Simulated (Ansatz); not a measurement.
**Ru: what symmetry allows forces and stress to be**

```
Ru
1.0
     2.70580    0.00000    0.00000
    -1.35290    2.34329    0.00000
     0.00000    0.00000    4.28190
Ru
2
Cartesian
  0.0000 1.5622 1.4455
  1.3529 0.7811 3.2114
```

Theory: DFT PBE, scalar-relativistic, plane waves, PAW (Ansatz).

Cutoff 420 eV; k points 15×15×8 on the computed 2-atom cell (Γ-centred); Gaussian smearing, width 0.10 eV; no spin polarisation.

This distorted cell has space group P-3m1, with 12 operations.

**Question.** Without a calculation: in which directions can each atom feel a force?

**Answer.** A force must be left unchanged by every operation that keeps its atom in place, so it lies in the space that those operations leave fixed. Atoms that the group maps onto each other feel forces of one size.
```csv
atom,site symmetry,operations at the site,equivalent to atom,allowed force (Cartesian)
Ru1,3m.,6,1,"along (0.00, 0.00, 1.00)"
Ru2,3m.,6,1,"along (0.00, 0.00, 1.00)"
```

That leaves 1 independent force component of 6. A relaxation in this cell that keeps the symmetry moves the atoms in these directions alone.

**Question.** And the stress tensor?

**Answer.** It must be invariant under the point group, which leaves 2 independent components: yz, xz, xy vanish; xx = yy.

**Question.** Do the computed values obey this?

**Answer.** Yes. Forces (eV/Å):
```
Ru1  0.000  0.000 -6.621
Ru2  0.000  0.000  6.621
```

Stress (GPa, compression positive, xx yy zz yz xz xy): 20.12 20.12 53.68 0.00 0.00 0.00. The program imposes the same operations on density, forces and stress, so this confirms the analysis and is no independent test of the calculation.